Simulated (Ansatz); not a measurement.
MoS2:

```
CELL_PARAMETERS angstrom
1.58550 0.91539 6.11500
-1.58550 0.91539 6.11500
0.00000 -1.83078 6.11500
ATOMIC_POSITIONS crystal
Mo 0.00000 0.00000 0.00000
S 0.25000 0.25000 0.25000
S 0.75000 0.75000 0.75000
```

Measurements of this composition are mostly on another form, of space group No. 194.

Base run:

```yaml
Program: Ansatz 0.2.0
Functional: PBE
Potentials_or_basis: Ansatz PAW
Cutoff: "420 eV (not typed: the program's choice for these potentials)"
k_mesh: 10 × 10 × 10
Occupations: gaussian, width 0.1 eV
Spin: no spin polarisation
```

Its results: band gap on the k mesh none (metal or under the smearing width); pressure 7.9 GPa; largest force 1.006 eV/Å.

**Question.** The run is repeated on the same cell with these changes: functional from PBE to PBEsol. What comes out?

**Answer.** Band gap on the k mesh none (metal or under the smearing width); pressure 2.9 GPa; largest force 0.759 eV/Å.

PBEsol binds more tightly than PBE, so the same cell stands under less pressure.

Caveats: the cell's inner coordinates are idealised or old, which leaves forces on the atoms; the PAW data sets come from PBE, with cores solved anew for the run's functional, which leaves a small shift of forces and pressure (some runs).
